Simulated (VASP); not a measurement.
A calculation with VASP 6.6.1 of Sr (native input, structure from a POSCAR):

The input INCAR:

```
SYSTEM = Sr
ALGO = Normal
EDIFF = 1E-6
ENCUT = 520
GGA = CA
ISIF = 2
ISMEAR = 0
LASPH = .TRUE.
LCHARG = .TRUE.
LELF = .TRUE.
LREAL = .FALSE.
LVHAR = .TRUE.
LWAVE = .FALSE.
NELM = 60
PREC = Accurate
SIGMA = 0.02
```

Contents of KPOINTS:

```
k-points
0
G
  7 7 4
  0 0 0
```

POSCAR

```
Sr
1.0
    4.3100000000      0.0000000000      0.0000000000
   -2.1550000000      3.7325694903      0.0000000000
    0.0000000000      0.0000000000      7.0500000000
Sr
2
Cartesian
    2.1550000002      1.2441898300      5.2875000000
   -0.0000000002      2.4883796603      1.7625000000
```

Potentials or basis: VASP PAW LDA potentials, release 64 (Sr_sv).

Command:

```console
$ cat potpaw_LDA.64/Sr_sv/POTCAR > POTCAR
$ mpirun -np 1 vasp_std > vasp.out
```

This isn't the form of Sr at room conditions, which is fcc.

**Question.** Write the same calculation in another form: ASE script, Cartesian positions.

**Answer.** As run:

run.py

```python
from ase.calculators.vasp import Vasp
from ase.dft.bandgap import bandgap
from ase.io import read

atoms = read('Sr.xyz')
calc = Vasp(
    directory='calc',
    xc='lda',
    pp='LDA',
    setups='materialsproject',
    prec='Accurate',
    encut=520,
    ediff=1e-06,
    ismear=0,
    sigma=0.02,
    lreal=False,
    lasph=True,
    nelm=60,
    algo='Normal',
    isif=2,
    lwave=False,
    lcharg=False,
    kpts=[7, 7, 4],
    gamma=True,
)
atoms.calc = calc

print('energy (eV):', atoms.get_potential_energy())
print('free energy (eV):', atoms.get_potential_energy(force_consistent=True))
print('forces (eV/A):')
print(atoms.get_forces())
print('stress (eV/A^3, Voigt):', atoms.get_stress())
print('Fermi level (eV):', calc.get_fermi_level())
gap, top, bottom = bandgap(calc)
print('band gap (eV):', gap, 'from (spin, k, band)', top, 'to', bottom)
```

The input Sr.xyz:

```xyz
2
Lattice="4.3100000000 0.0000000000 0.0000000000 -2.1550000000 3.7325694903 0.0000000000 0.0000000000 0.0000000000 7.0500000000" Properties=species:S:1:pos:R:3 pbc="T T T"
Sr     2.1550000002      1.2441898300      5.2875000000
Sr    -0.0000000002      2.4883796603      1.7625000000
```

Potentials or basis: VASP PAW LDA potentials, release 64 (Sr_sv).

Launch:

```console
$ python run.py
```

Both were run:

|  | native input, structure from a POSCAR | ASE script, Cartesian positions |
| --- | --- | --- |
| Pressure | -1.5 GPa | -1.5 GPa |
| Band gap on the k mesh | none (metal or under the smearing width) | none (metal or under the smearing width) |

Keys that steer only the numerical path or the files written may differ.
